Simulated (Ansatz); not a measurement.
# Nickel, hcp under LDA: ground state and equation of state, part 3 of 3

Aim: take nickel in the hcp structure, relax it, solve it on a dense k-mesh, switch on spin-orbit coupling, then scale the cell to 7 volumes from 88 to 112 % of the relaxed one and try a fit of the equation of state. The start is ferromagnetic. The k-meshes are 14×14×8 for the relaxation; 24×24×13 for the dense run; 15×15×8 for spin-orbit coupling; 17×17×9 for the volumes.

Ansatz 0.2.0; DFT, LDA (PW92), plane waves (420 eV) with PAW, scalar-relativistic. The steps go on from the part before.

## (7) The cell scaled to 96 % of its volume

This is Ni in the hcp structure; at room conditions it is fcc.

input.yaml reads:

```yaml
crystal:
  lattice:
    - [2.3847167673, 0.0, 0.0]
    - [-1.1923583836, 2.0652253013, 0.0]
    - [0.0, 0.0, 3.9190777377]
  atoms:
    - { symbol: Ni, position: [0.3333333333, 0.6666666667, 0.25], spin: 0.629 }
    - { symbol: Ni, position: [0.6666666667, 0.3333333333, 0.75], spin: 0.629 }
hamiltonian:
  xc: lda
  pseudopotentials:
    kind: paw
    azcp:
      Ni: "pseudopotentials/Ni.paw.azcp"
basis:
  ecutwfc: 420
  fft_grid_basis: typed
kpoints:
  mp_grid: { grid: [17, 17, 9], shift: [0, 0, 0] }
magnetization:
  spin_polarized: true
scf:
  occupations: { method: fermi_dirac, width: 0.05 }
  lower_state_search: "off"
output:
  stress: true
```

Command:

```console
$ ansatz run input.yaml --threads 2 --pin off --max-ram 5120MiB --backend cpu --events-out ev --progress --plain --runs-dir out
```

The log of the run (excerpt; [...] marks lines left out):

```text
Warning: <dir> the record states the generating functional pbe (its physics header spells it `PBE`), which answers neither for hamiltonian.xc's functional nor for the lda family's — results may be inconsistent (PPs are generated against a specific XC)
Warning: RAYON_NUM_THREADS=2 ignored (pool sized by the plan → 2); use --threads N
[...]
Pseudopotentials: kind: paw
Pseudopotential: Ni, paw, valence charge 18, recommended cutoff 420 eV (normal), <dir>
Functional definition: SPW92
[...]
Crystal: 2 atoms, lattice volume = 19.301 Å³
Basis set: ecut = 420 eV, 373 PW (Γ)
[...]
Magnetization: 1.1855 μB (18.5927 up, 17.4073 down)
Absolute magnetization: 1.2932 μB (∫|ρ↑−ρ↓|, with the PAW one-centre terms)
Spin contamination: 0.0066 ħ² per cell (⟨S²⟩ above its minimum at these occupations)
Per-site moments (μB) at R_I (Å): [(0.6167854911144556, 0.9836956665082721), (0.616785491114455, 0.9836956665082721)]
Free energy (F): -11546.690228 eV
[...]
E sigma→0 (E₀):  -11546.674311 eV
Entropy (-TS):   -0.031832 eV (-15.916 meV/atom)
Fermi energy:    20.639683 eV
[...]
--- Stress (GPa, compression-positive) ---
       11.910360       0.000000       0.000000
        0.000000      11.910360       0.000000
        0.000000       0.000000      11.304067
  P = ⅓ Tr σ = 11.7083 GPa (117.083 kbar)
```

Run time: 4.2 s. Hardware: 2 threads of Intel Xeon 6975P-C (Granite Rapids), shared host; peak memory 0.38 GiB.

## (8) The cell scaled to 100 % of its volume

Changes to input.yaml since step 7:

```diff
@@ -2,5 +2,5 @@
   lattice:
-    - [2.3847167673, 0.0, 0.0]
-    - [-1.1923583836, 2.0652253013, 0.0]
-    - [0.0, 0.0, 3.9190777377]
+    - [2.4173881801, 0.0, 0.0]
+    - [-1.2086940901, 2.0935195748, 0.0]
+    - [0.0, 0.0, 3.9727704062]
   atoms:
@@ -26 +26,5 @@
   stress: true
+  write_density: true
+  write_potential: true
+  elf: true
+  volumetric_format: npy
```

Command:

```console
$ ansatz run input.yaml --threads 2 --pin off --max-ram 5120MiB --backend cpu --events-out ev --progress --plain --runs-dir out
```

The log of the run (excerpt; [...] marks lines left out):

```text
Warning: <dir> the record states the generating functional pbe (its physics header spells it `PBE`), which answers neither for hamiltonian.xc's functional nor for the lda family's — results may be inconsistent (PPs are generated against a specific XC)
Warning: RAYON_NUM_THREADS=2 ignored (pool sized by the plan → 2); use --threads N
[...]
[... 3 set-up lines as earlier in the session ...]
[...]
Crystal: 2 atoms, lattice volume = 20.106 Å³
Basis set: ecut = 420 eV, 379 PW (Γ)
[...]
Spin contamination: 0.0075 ħ² per cell (⟨S²⟩ above its minimum at these occupations)
Per-site moments (μB) at R_I (Å): [(0.636679753733668, 0.9971726242972442), (0.636679753733668, 0.9971726242972442)]
Free energy (F): -11546.719273 eV
[...]
E sigma→0 (E₀):  -11546.702728 eV
Entropy (-TS):   -0.033090 eV (-16.545 meV/atom)
Fermi energy:    19.611869 eV
[...]
--- Stress (GPa, compression-positive) ---
        0.505167      -0.000000      -0.000000
        0.000000       0.505167      -0.000000
       -0.000000      -0.000000      -0.071155
  P = ⅓ Tr σ = 0.3131 GPa (3.131 kbar)
--- Band table (eV; the first three rows and the last of 330) ---
[... band rows left out ...]
[...]
```

It took 5.9 s on 2 threads of Intel Xeon 6975P-C (Granite Rapids), shared host; peak memory 0.4 GiB.

## (9) The cell scaled to 104 % of its volume

Changes to input.yaml since step 8:

```diff
@@ -2,5 +2,5 @@
   lattice:
-    - [2.4173881801, 0.0, 0.0]
-    - [-1.2086940901, 2.0935195748, 0.0]
-    - [0.0, 0.0, 3.9727704062]
+    - [2.4491995674, 0.0, 0.0]
+    - [-1.2245997837, 2.1210690443, 0.0]
+    - [0.0, 0.0, 4.0250496962]
   atoms:
@@ -26,5 +26 @@
   stress: true
-  write_density: true
-  write_potential: true
-  elf: true
-  volumetric_format: npy
```

Command:

```console
$ ansatz run input.yaml --threads 2 --pin off --max-ram 5120MiB --backend cpu --events-out ev --progress --plain --runs-dir out
```

The log of the run (excerpt; [...] marks lines left out):

```text
Warning: <dir> the record states the generating functional pbe (its physics header spells it `PBE`), which answers neither for hamiltonian.xc's functional nor for the lda family's — results may be inconsistent (PPs are generated against a specific XC)
Warning: RAYON_NUM_THREADS=2 ignored (pool sized by the plan → 2); use --threads N
[...]
[... 3 set-up lines as earlier in the session ...]
[...]
Crystal: 2 atoms, lattice volume = 20.910 Å³
Basis set: ecut = 420 eV, 391 PW (Γ)
[...]
Magnetization: 1.2534 μB (18.6267 up, 17.3733 down)
Absolute magnetization: 1.3763 μB (∫|ρ↑−ρ↓|, with the PAW one-centre terms)
Spin contamination: 0.0084 ħ² per cell (⟨S²⟩ above its minimum at these occupations)
Per-site moments (μB) at R_I (Å): [(0.6537642644430024, 1.0102948215510097), (0.6537642644430026, 1.0102948215510097)]
Free energy (F): -11546.697289 eV
[...]
E sigma→0 (E₀):  -11546.680191 eV
Entropy (-TS):   -0.034196 eV (-17.098 meV/atom)
Fermi energy:    18.663648 eV
[...]
--- Stress (GPa, compression-positive) ---
       -8.550150       0.000000       0.000000
        0.000000      -8.550150       0.000000
        0.000000       0.000000      -9.059757
  P = ⅓ Tr σ = -8.7200 GPa (-87.200 kbar)
```

It took 4.2 s on 2 threads of Intel Xeon 6975P-C (Granite Rapids), shared host; peak memory 0.39 GiB.

## (10) The cell scaled to 108 % of its volume

Changes to input.yaml since step 9:

```diff
@@ -2,5 +2,5 @@
   lattice:
-    - [2.4491995674, 0.0, 0.0]
-    - [-1.2245997837, 2.1210690443, 0.0]
-    - [0.0, 0.0, 4.0250496962]
+    - [2.4802053851, 0.0, 0.0]
+    - [-1.2401026925, 2.1479208701, 0.0]
+    - [0.0, 0.0, 4.0760051017]
   atoms:
```

Command:

```console
$ ansatz run input.yaml --threads 2 --pin off --max-ram 5120MiB --backend cpu --events-out ev --progress --plain --runs-dir out
```

The log of the run (excerpt; [...] marks lines left out):

```text
Warning: <dir> the record states the generating functional pbe (its physics header spells it `PBE`), which answers neither for hamiltonian.xc's functional nor for the lda family's — results may be inconsistent (PPs are generated against a specific XC)
Warning: RAYON_NUM_THREADS=2 ignored (pool sized by the plan → 2); use --threads N
[...]
[... 3 set-up lines as earlier in the session ...]
[...]
Crystal: 2 atoms, lattice volume = 21.714 Å³
Basis set: ecut = 420 eV, 391 PW (Γ)
[...]
Magnetization: 1.2776 μB (18.6388 up, 17.3612 down)
Absolute magnetization: 1.4080 μB (∫|ρ↑−ρ↓|, with the PAW one-centre terms)
Spin contamination: 0.0093 ħ² per cell (⟨S²⟩ above its minimum at these occupations)
Per-site moments (μB) at R_I (Å): [(0.6672829510397141, 1.0230847213538532), (0.6672829510397137, 1.0230847213538532)]
Free energy (F): -11546.634849 eV
[...]
E sigma→0 (E₀):  -11546.617201 eV
Entropy (-TS):   -0.035297 eV (-17.648 meV/atom)
Fermi energy:    17.786242 eV
[...]
--- Stress (GPa, compression-positive) ---
      -15.730640       0.000000       0.000000
        0.000000     -15.730640       0.000000
        0.000000       0.000000     -16.160959
  P = ⅓ Tr σ = -15.8741 GPa (-158.741 kbar)
```

It took 4.2 s on 2 threads of Intel Xeon 6975P-C (Granite Rapids), shared host; peak memory 0.39 GiB.

## (11) The cell scaled to 112 % of its volume

Changes to input.yaml since step 10:

```diff
@@ -2,5 +2,5 @@
   lattice:
-    - [2.4802053851, 0.0, 0.0]
-    - [-1.2401026925, 2.1479208701, 0.0]
-    - [0.0, 0.0, 4.0760051017]
+    - [2.5104547734, 0.0, 0.0]
+    - [-1.2552273867, 2.1741176088, 0.0]
+    - [0.0, 0.0, 4.1257173804]
   atoms:
@@ -26 +26,5 @@
   stress: true
+  write_density: true
+  write_potential: true
+  elf: true
+  volumetric_format: npy
```

Command:

```console
$ ansatz run input.yaml --threads 2 --pin off --max-ram 5120MiB --backend cpu --events-out ev --progress --plain --runs-dir out
```

The log of the run (excerpt; [...] marks lines left out):

```text
Warning: <dir> the record states the generating functional pbe (its physics header spells it `PBE`), which answers neither for hamiltonian.xc's functional nor for the lda family's — results may be inconsistent (PPs are generated against a specific XC)
Warning: RAYON_NUM_THREADS=2 ignored (pool sized by the plan → 2); use --threads N
[...]
[... 3 set-up lines as earlier in the session ...]
[...]
Crystal: 2 atoms, lattice volume = 22.518 Å³
Basis set: ecut = 420 eV, 427 PW (Γ)
[...]
Spin contamination: 0.0101 ħ² per cell (⟨S²⟩ above its minimum at these occupations)
Per-site moments (μB) at R_I (Å): [(0.6778134704605671, 1.0355625940236166), (0.6778134704605667, 1.0355625940236166)]
Free energy (F): -11546.540433 eV
[...]
E sigma→0 (E₀):  -11546.522197 eV
Entropy (-TS):   -0.036472 eV (-18.236 meV/atom)
Fermi energy:    16.971938 eV
[...]
--- Stress (GPa, compression-positive) ---
      -21.402055       0.000000      -0.000000
        0.000000     -21.402055      -0.000000
       -0.000000      -0.000000     -21.755493
  P = ⅓ Tr σ = -21.5199 GPa (-215.199 kbar)
--- Band table (eV; the first three rows and the last of 330) ---
[... band rows left out ...]
[...]
```

Run time: 5.6 s. Hardware: 2 threads of Intel Xeon 6975P-C (Granite Rapids), shared host; peak memory 0.41 GiB.

## (12) Energy and pressure against volume

All volumes keep the relaxed shape and fractional coordinates.

```tsv
V (Å³/atom)	E − E₀ (meV/atom)	P from the stress (GPa)	P from the fit (GPa)	largest moment (μB)
8.846	147.6	44.31	44.15	0.58
9.249	60.6	26.10	25.94	0.60
9.651	14.2	11.71	11.57	0.62
10.053	0.0	0.31	0.19	0.64
10.455	11.3	-8.72	-8.83	0.65
10.857	42.8	-15.87	-15.98	0.67
11.259	90.3	-21.52	-21.65	0.68
```

Fit (Birch-Murnaghan, third order): V₀ = 10.060 Å³/atom, B₀ = 252 GPa, B₀′ = 4.8, largest residual 0.01 meV/atom.

Fit and stress differ a little: one follows E(σ → 0), the other the smeared free energy.

## (13) What came out

This closing draws on all 3 parts.

| quantity | value |
| --- | --- |
| space group (spins left aside) | P6_3/mmc (No. 194) |
| conventional cell | a = 2.417 Å, c = 3.973 Å (c/a = 1.643) |
| volume | 10.053 Å³/atom |
| shortest distance | 2.417 Å |
| gap on the mesh | none (levels filled in part) |
| magnetic state | ferromagnetic, up to 0.63 μB per atom |
| relative to fcc, ferromagnetic | +27 meV/atom |
| magnetic state with spin-orbit coupling | ferromagnetic, up to 0.63 μB per atom |
| V₀, B₀, B₀′ | 10.060 Å³/atom, 252 GPa, 4.8 |

The relaxation shrank the cell by 8.1 % in volume. It lies 27 meV/atom above the element's reference form at the same level (fcc, ferromagnetic, from a run of its own). The final state is ferromagnetic (largest moment 0.63 μB). No gap shows: it is a metal or semimetal at this level. The spin-orbit run (on a coarser mesh) has the same spin moments. The total energy of the spin-orbit run lies -0.30 eV/atom from the scalar one, but the two kinds of run don't share a zero of energy: only differences within one kind count. B₀ comes out at 252 GPa; letting shape and positions relax at each volume could only lower it. Relaxation kept the symmetry; phonons were not checked.
